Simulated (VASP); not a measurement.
# FeO (Wuestite) (R-3m) in VASP: settings compared, part 2 of 3

VASP 6.6.1.

**3. Band structure, RPBE+D4+U, non-collinear spin, zero start (atoms moved at random, drawn with an rms of 0.1 Å)**

INCAR

```
ALGO = Normal
EDIFF = 1E-6
ENCUT = 500
GGA = RP
ISIF = 2
ISMEAR = 0
IVDW = 13
LASPH = T
LCHARG = F
LDAU = T
LDAUJ = 0 0
LDAUL = 2 -1
LDAUPRINT = 1
LDAUTYPE = 2
LDAUU = 5.3 0
LMAXMIX = 4
LNONCOLLINEAR = T
LORBIT = 11
LREAL = F
LWAVE = F
MAGMOM = 0 0 0 0 0 0
NBANDS = 26
NELM = 120
PREC = Accurate
SIGMA = 0.1
```

KPOINTS

```
k-points
0
Gamma
  8 8 8
```

POSCAR

```
FeO
1.0
    1.5188209023      0.8768916568      2.5195772846
   -1.5188209023      0.8768916568      2.5195772846
    0.0000000000     -1.7537833136      2.5195772846
Fe O
1 1
Direct
    0.1008940000     -0.0668520000     -0.0228900000
    0.4862510000      0.5051350000      0.5104570000
```

KPOINTS_OPT

```
path GLB1,BZGX,QFP1Z,LP
15
line-mode
reciprocal
 0.0000000000  0.0000000000  0.0000000000  G
 0.5000000000  0.0000000000  0.0000000000  L

 0.5000000000  0.0000000000  0.0000000000  L
 0.5000000000  0.2474171719 -0.2474171719  B1

 0.7525828281  0.5000000000  0.2474171719  B
 0.5000000000  0.5000000000  0.5000000000  Z

 0.5000000000  0.5000000000  0.5000000000  Z
 0.0000000000  0.0000000000  0.0000000000  G

 0.0000000000  0.0000000000  0.0000000000  G
 0.3737085860  0.0000000000 -0.3737085860  X

 0.6262914140  0.3737085860  0.0000000000  Q
 0.5000000000  0.5000000000  0.0000000000  F

 0.5000000000  0.5000000000  0.0000000000  F
 0.6262914140  0.6262914140  0.2474171719  P1

 0.6262914140  0.6262914140  0.2474171719  P1
 0.5000000000  0.5000000000  0.5000000000  Z

 0.5000000000  0.0000000000  0.0000000000  L
 0.7525828281  0.3737085860  0.3737085860  P
```

Potentials or basis: VASP PAW PBE potentials, release 64 (Fe, O).

Started as:

```bash
$ cat potpaw_PBE.64/Fe/POTCAR potpaw_PBE.64/O/POTCAR > POTCAR
$ mpirun -np 1 vasp_ncl > vasp.out
```

OUTCAR:

```text
EDIFF = 1E-6
   ENCUT = 500
   GGA = RP
   ISIF = 2
   ISMEAR = 0
   IVDW = 13
   LASPH = T
   LNONCOLLINEAR = T
   LORBIT = 11
   LREAL = F
   NELM = 120
   PREC = Accurate

 ion  position               nearest neighbor table
   1  0.101  0.933  0.977-   2 1.94   2 2.00   2 2.09   2 2.27   2 2.35   2 2.39
   2  0.486  0.505  0.510-   1 1.94   1 2.00   1 2.09   1 2.27   1 2.35   1 2.39

  LATTYP: Found a trigonal (rhomboedric) cell.
 ALAT       =     3.0698575869
 COS(alpha) =     0.5104391626

  Lattice vectors:

 A1 = (   1.5188209023,   0.8768916568,   2.5195772846)
 A2 = (  -1.5188209023,   0.8768916568,   2.5195772846)
 A3 = (   0.0000000000,  -1.7537833136,   2.5195772846)

Analysis of symmetry for initial positions (statically):
=====================================================================
 Subroutine PRICEL returns:
 Original cell was already a primitive cell.

 Routine SETGRP: Setting up the symmetry group for a
 trigonal (rhombohedral) supercell.

 Subroutine GETGRP returns: Found  1 space group operations
 (whereof  1 operations were pure point group operations)
 out of a pool of 12 trial point group operations.

The static configuration has the point symmetry C_1 .

Analysis of symmetry for dynamics (positions and initial velocities):
=====================================================================
 Subroutine PRICEL returns:
 Original cell was already a primitive cell.

 Routine SETGRP: Setting up the symmetry group for a
 trigonal (rhombohedral) supercell.

 Subroutine GETGRP returns: Found  1 space group operations
 (whereof  1 operations were pure point group operations)
 out of a pool of 12 trial point group operations.

The dynamic configuration has the point symmetry C_1 .

Analysis of structural, dynamic, and magnetic symmetry:
=====================================================================
 Subroutine PRICEL returns:
 Original cell was already a primitive cell.

 Routine SETGRP: Setting up the symmetry group for a
 trigonal (rhombohedral) supercell.

 Subroutine GETGRP returns: Found  1 space group operations
 (whereof  1 operations were pure point group operations)
 out of a pool of 12 trial point group operations.

The overall configuration has the point symmetry C_1 .

 Subroutine INISYM returns: Found  1 space group operations
[... 163 lines left out ...]
  0.3860  0.0111  0.0062  0.4125  0.0006      0.0000 -0.0000 -0.0000 -0.0000  0.0000
 -0.0072  0.3853 -0.0069  0.0006  0.7099     -0.0000  0.0000  0.0000 -0.0000  0.0000
[... 19 lines left out ...]
  0.6963  0.0020 -0.0045  0.3859 -0.0073      0.0000 -0.0000  0.0000 -0.0000  0.0000
  0.0020  0.3873  0.0105  0.0111  0.3853      0.0000 -0.0000 -0.0000  0.0000 -0.0000
 -0.0045  0.0105  0.9666  0.0062 -0.0068     -0.0000  0.0000 -0.0000  0.0000 -0.0000
  0.3859  0.0111  0.0062  0.4124  0.0006      0.0000 -0.0000 -0.0000  0.0000  0.0000
 -0.0073  0.3853 -0.0068  0.0006  0.7099     -0.0000  0.0000  0.0000 -0.0000 -0.0000

 occupancies and eigenvectors

  o =  0.1294  v = -0.1061 -0.5636  0.0083  0.1657  0.3728  0.0251  0.1333 -0.0019 -0.0392 -0.0881      0.0000  0.0001 -0.0000 -0.0001 -0.0001  0.1040  0.5529 -0.0081 -0.1626 -0.3658
  o =  0.1294  v =  0.1071  0.5688 -0.0084 -0.1673 -0.3761  0.0248  0.1318 -0.0019 -0.0388 -0.0871      0.0000  0.0002 -0.0000 -0.0001 -0.0001  0.1031  0.5481 -0.0081 -0.1612 -0.3624
  o =  0.1441  v = -0.4115  0.1692 -0.0098  0.5854 -0.1213  0.1083 -0.0446  0.0026 -0.1542  0.0319      0.0000  0.0000  0.0000  0.0000 -0.0000  0.3518 -0.1446  0.0084 -0.5005  0.1037
  o =  0.1441  v = -0.3681  0.1514 -0.0088  0.5237 -0.1085 -0.1211  0.0498 -0.0029  0.1723 -0.0357      0.0000 -0.0000 -0.0000 -0.0000  0.0000 -0.3932  0.1618 -0.0094  0.5595 -0.1159
  o =  0.9656  v = -0.6530 -0.1371  0.0424 -0.4582 -0.1903  0.2568  0.0537 -0.0163  0.1802  0.0746      0.0000  0.0002 -0.0000  0.0000  0.0002  0.3506  0.0735 -0.0226  0.2460  0.1019
  o =  0.9656  v =  0.4348  0.0907 -0.0276  0.3050  0.1258  0.3858  0.0808 -0.0248  0.2707  0.1120      0.0000  0.0002 -0.0000  0.0000  0.0002  0.5271  0.1104 -0.0337  0.3697  0.1532
  o =  0.9664  v = -0.1940  0.4037 -0.3155 -0.1299  0.6201 -0.0242  0.0507 -0.0395 -0.0162  0.0779      0.0000 -0.0002  0.0003 -0.0000 -0.0003 -0.1235  0.2585 -0.2018 -0.0827  0.3972
  o =  0.9664  v = -0.1266  0.2634 -0.2056 -0.0848  0.4044  0.0374 -0.0774  0.0605  0.0250 -0.1189      0.0000 -0.0000 -0.0003  0.0000 -0.0001  0.1907 -0.3962  0.3096  0.1277 -0.6084
  o =  0.9669  v = -0.0383  0.1458  0.6167 -0.0166  0.2031 -0.0212  0.0803  0.3400 -0.0092  0.1119      0.0000  0.0004  0.0018  0.0000  0.0006 -0.0373  0.1419  0.5996 -0.0162  0.1977
  o =  0.9669  v =  0.0428 -0.1631 -0.6892  0.0186 -0.2273 -0.0190  0.0727  0.3070 -0.0083  0.1014      0.0000  0.0005  0.0019  0.0000  0.0007 -0.0332  0.1263  0.5348 -0.0144  0.1761

 number of electron      13.9999997 magnetization       0.0000000     -0.0000000     -0.0000000

 Free energy of the ion-electron system (eV)
  ---------------------------------------------------
  ext. energy  EPLUGINS =         0.00000000
  ---------------------------------------------------
  free energy    TOTEN  =       -10.20063699 eV

  energy without entropy =      -10.20063699  energy(sigma->0) =      -10.20063699

 E-fermi :   4.1858     XC(G=0): -11.8692

 val. band max:        3.7091147635   @ k =   0.2500   0.1250   0.3750
 cond. band min:       6.7070528382   @ k =   0.0000   0.0000   0.0000
 fundamental gap:      2.9979380747
 Fermi energy:         4.1857750111

 k-point     1 :       0.0000    0.0000    0.0000
  band No.  band energies     occupation
      1     -14.5743      1.00000
      2     -14.5742      1.00000
      3       0.8437      1.00000
      4       0.8439      1.00000
      5       1.0352      1.00000
      6       1.0353      1.00000
[... 685 lines left out ...]
     25      21.8299      0.00000
     26      21.8299      0.00000

 [... further k-points ...]

------------------------ aborting loop because EDIFF is reached ----------------------------------------

  DFT-D4 for vdW energy calculation

  Edisp (eV):   -1.43206

  FORCE on cell =-STRESS in cart. coord.  units (eV):
  Direction    XX          YY          ZZ          XY          YZ          ZX
  --------------------------------------------------------------------------------------
  -------------------------------------------------------------------------------------
  Total      -1.06850    -1.90761    -1.67860     0.25573    -0.69456    -0.37681
  in kB     -85.02641  -151.79890  -133.57519    20.35020   -55.26979   -29.98445
  external pressure =     -123.47 kB  Pullay stress =        0.00 kB

 VOLUME and BASIS-vectors are now :
 -----------------------------------------------------------------------------
  energy-cutoff  :      500.00
  volume of cell :       20.13
      direct lattice vectors                 reciprocal lattice vectors
     1.518820902  0.876891657  2.519577285     0.329202738  0.190065290  0.132297324
    -1.518820902  0.876891657  2.519577285    -0.329202738  0.190065290  0.132297324
     0.000000000 -1.753783314  2.519577285     0.000000000 -0.380130579  0.132297324

 POSITION                                       TOTAL-FORCE (eV/Angst)
 -----------------------------------------------------------------------------------
     -1.26404     -0.80690      5.06725        -1.637743     -0.495809      0.152446
     -0.02868     -0.02589      3.78401         1.637743      0.495809     -0.152446
 -----------------------------------------------------------------------------------
    total drift:                               -0.000226     -0.000087      0.000248

  FREE ENERGIE OF THE ION-ELECTRON SYSTEM (eV)
  ---------------------------------------------------
  free  energy   TOTEN  =       -11.6326959683 eV

  energy  without entropy=      -11.6326959683  energy(sigma->0) =      -11.63269597

 total charge

# of ion       s       p       d       tot
------------------------------------------
    1        0.289   0.357   6.318   6.964
    2        1.551   3.468   0.000   5.018
--------------------------------------------------
tot          1.840   3.824   6.318  11.982

 magnetization (x)

# of ion       s       p       d       tot
------------------------------------------
    1        0.000  -0.000   0.000   0.000
    2       -0.000  -0.000   0.000  -0.000
--------------------------------------------------
tot          0.000  -0.000   0.000   0.000

 magnetization (y)

# of ion       s       p       d       tot
------------------------------------------
    1       -0.000  -0.000   0.000   0.000
    2       -0.000  -0.000   0.000  -0.000
--------------------------------------------------
tot         -0.000  -0.000   0.000   0.000

 magnetization (z)

# of ion       s       p       d       tot
------------------------------------------
    1       -0.000   0.000   0.000   0.000
    2       -0.000  -0.000   0.000  -0.000
--------------------------------------------------
tot         -0.000  -0.000   0.000   0.000
```

Run time: 6.3 min. Hardware: 1 thread of Intel Xeon Platinum 8559C (Emerald Rapids), shared host; peak memory 0.72 GiB.

What came out:

| Property | Result |
| --- | --- |
| Free energy | -11.6327 eV |
| Pressure | -12.3 GPa |
| Largest force | 1.718 eV/Å |
| Band gap on the k mesh | 3.00 eV, indirect (least direct gap 3.07 eV) |
| Band gap along the path | 3.07 eV, direct |
| Net moment | 0.00 μB per cell |
| Valence electrons inside the program's atomic spheres | Fe 6.96; O 5.02 |
| Dispersion energy per atom | -0.716 eV |

Forces on the atoms (eV/Å):
```
Fe  -1.638 -0.496  0.152
O    1.638  0.496 -0.152
```

Levels at the corners of the path, in eV from the valence-band top:
```
point  band 10  band 11  band 12  band 13  band 14  band 15  band 16  band 17  band 18  band 19
    Γ    -1.48    -0.53    -0.53     0.00     0.00     3.07     3.07     3.34     3.34     3.58
    L    -0.74    -0.44    -0.43    -0.09    -0.09     5.11     5.11     5.33     5.33     7.42
    L    -0.74    -0.44    -0.43    -0.09    -0.09     5.11     5.11     5.33     5.33     7.42
   B1    -0.72    -0.63    -0.63    -0.55    -0.55     3.70     3.70     4.33     4.33    10.18
    B    -0.78    -0.67    -0.67    -0.66    -0.66     3.62     3.62     4.29     4.29    10.24
    Z    -0.85    -0.74    -0.74    -0.30    -0.30     4.22     4.22     4.95     4.95     7.99
    Z    -0.85    -0.74    -0.74    -0.30    -0.30     4.22     4.22     4.95     4.95     7.99
    Γ    -1.48    -0.53    -0.53     0.00     0.00     3.07     3.07     3.34     3.34     3.58
    Γ    -1.48    -0.53    -0.53     0.00     0.00     3.07     3.07     3.34     3.34     3.58
    X    -0.95    -0.83    -0.83    -0.45    -0.45     3.78     3.78     4.37     4.37     9.69
    Q    -0.91    -0.72    -0.72    -0.39    -0.39     3.89     3.89     4.45     4.45     9.72
    F    -0.87    -0.76    -0.76    -0.65    -0.65     3.65     3.65     3.70     3.70     8.49
    F    -0.87    -0.76    -0.76    -0.65    -0.65     3.65     3.65     3.70     3.70     8.49
   P1    -1.02    -0.80    -0.80    -0.44    -0.44     3.84     3.84     4.16     4.16     9.65
   P1    -1.02    -0.80    -0.80    -0.44    -0.44     3.84     3.84     4.16     4.16     9.65
    Z    -0.85    -0.74    -0.74    -0.30    -0.30     4.22     4.22     4.95     4.95     7.99
    L    -0.74    -0.44    -0.43    -0.09    -0.09     5.11     5.11     5.33     5.33     7.42
    P    -1.12    -0.84    -0.84    -0.49    -0.49     3.68     3.68     4.31     4.31     9.64
```

Moments on the atoms (μB; x, y, z):
```
Fe  0.00 0.00 0.00
O   0.00 0.00 0.00
```

Caveat: the PAW data sets were made with another functional, which shifts forces and pressure a little.

**4. Equation of state, r2SCAN+D3(BJ)+U, collinear spin, ferromagnetic start**

run.py

```python
from ase.calculators.vasp import Vasp
from ase.eos import EquationOfState
from ase.io import Trajectory
from ase.io import read
from ase.units import GPa

atoms = read('FeO.cif', primitive_cell=True, subtrans_included=False)
atoms.set_initial_magnetic_moments([0.0, 3.0])
calc = Vasp(
    directory='calc',
    xc='r2scan',
    pp='PBE',
    setups='gw',
    prec='Accurate',
    encut=700,
    ediff=1e-06,
    ismear=-1,
    sigma=0.1,
    lreal=False,
    lasph=True,
    nelm=100,
    algo='Normal',
    isif=2,
    lwave=False,
    lcharg=False,
    ispin=2,
    lorbit=11,
    lmaxmix=4,
    ldautype=2,
    ldauprint=1,
    lmixtau=True,
    ivdw=12,
    vdw_s6=1.0,
    vdw_s8=0.78981345,
    vdw_a1=0.49484001,
    vdw_a2=5.73083694,
    ldau_luj={'Fe': {'L': 2, 'U': 4, 'J': 0}},
    kpts=[5, 5, 5],
    gamma=True,
)
atoms.calc = calc
cell = atoms.cell.copy()
volumes, energies = [], []
traj = Trajectory('eos.traj', 'w')
for x in [0.94, 0.96, 0.98, 1.0, 1.02, 1.04, 1.06]:
    atoms.set_cell(cell * x ** (1 / 3), scale_atoms=True)
    volumes.append(atoms.get_volume())
    energies.append(atoms.get_potential_energy())
    traj.write(atoms)
    print(f'{x:5.2f} {volumes[-1]:12.5f} {energies[-1]:14.6f}')

v0, e0, B = EquationOfState(volumes, energies, eos='sj').fit()
print(f'V0 = {v0:.4f} A^3, E0 = {e0:.6f} eV, B = {B / GPa:.2f} GPa')
```

FeO.cif

```cif
data_FeO
_cell_length_a 3.03764180
_cell_length_b 3.03764180
_cell_length_c 7.55873185
_cell_angle_alpha 90.00000000
_cell_angle_beta 90.00000000
_cell_angle_gamma 120.00000000
_space_group_name_H-M_alt 'R-3m'
_space_group_name_Hall '-R 3 2"'
_space_group_IT_number 166
loop_
_space_group_symop_operation_xyz
'x,y,z'
'-x,-y,-z'
'-y,x-y,z'
'y,-x+y,-z'
'-x+y,-x,z'
'x-y,x,-z'
'y,x,-z'
'-y,-x,z'
'x-y,-y,-z'
'-x+y,y,z'
'-x,-x+y,-z'
'x,x-y,z'
'x+2/3,y+1/3,z+1/3'
'-x+2/3,-y+1/3,-z+1/3'
'-y+2/3,x-y+1/3,z+1/3'
'y+2/3,-x+y+1/3,-z+1/3'
'-x+y+2/3,-x+1/3,z+1/3'
'x-y+2/3,x+1/3,-z+1/3'
'y+2/3,x+1/3,-z+1/3'
'-y+2/3,-x+1/3,z+1/3'
'x-y+2/3,-y+1/3,-z+1/3'
'-x+y+2/3,y+1/3,z+1/3'
'-x+2/3,-x+y+1/3,-z+1/3'
'x+2/3,x-y+1/3,z+1/3'
'x+1/3,y+2/3,z+2/3'
'-x+1/3,-y+2/3,-z+2/3'
'-y+1/3,x-y+2/3,z+2/3'
'y+1/3,-x+y+2/3,-z+2/3'
'-x+y+1/3,-x+2/3,z+2/3'
'x-y+1/3,x+2/3,-z+2/3'
'y+1/3,x+2/3,-z+2/3'
'-y+1/3,-x+2/3,z+2/3'
'x-y+1/3,-y+2/3,-z+2/3'
'-x+y+1/3,y+2/3,z+2/3'
'-x+1/3,-x+y+2/3,-z+2/3'
'x+1/3,x-y+2/3,z+2/3'
loop_
_atom_site_label
_atom_site_type_symbol
_atom_site_symmetry_multiplicity
_atom_site_Wyckoff_symbol
_atom_site_fract_x
_atom_site_fract_y
_atom_site_fract_z
_atom_site_occupancy
Fe1 Fe 3 a 0.0000000000 0.0000000000 0.0000000000 1
O1 O 3 b 0.6666666667 0.3333333333 0.8333333333 1
```

Potentials or basis: VASP PAW PBE potentials, release 64 (O_GW, Fe_sv_GW).

Started as:

```bash
$ python run.py
```

It took 13 min on 1 thread of AMD EPYC 9R45 (Zen 5), shared host; peak memory 0.18 GiB.

The run converged, but some of its settings lie outside the range that counts as converged (typed here: k = 5 × 5 × 5; ENCUT = 700), so its numbers aren't taken as properties of the crystal.

Results:

```
Equilibrium volume                        : 9.65 Å³/atom (rough: see the caveat)
Bulk modulus at fixed shape and positions : 483 GPa (rough)
```

Caveat: the k mesh is coarse (spacing up to 0.51 Å⁻¹), so the values aren't converged; the fit is doubtful: noisy points or a state that changes with volume; the cell was scaled at fixed shape and fractional positions, which overstates the stiffness of a crystal with free parameters, most of all of layers and chains; the PAW data sets were made with another functional, which shifts forces and pressure a little.

(Part 2 of 3 ends here.)
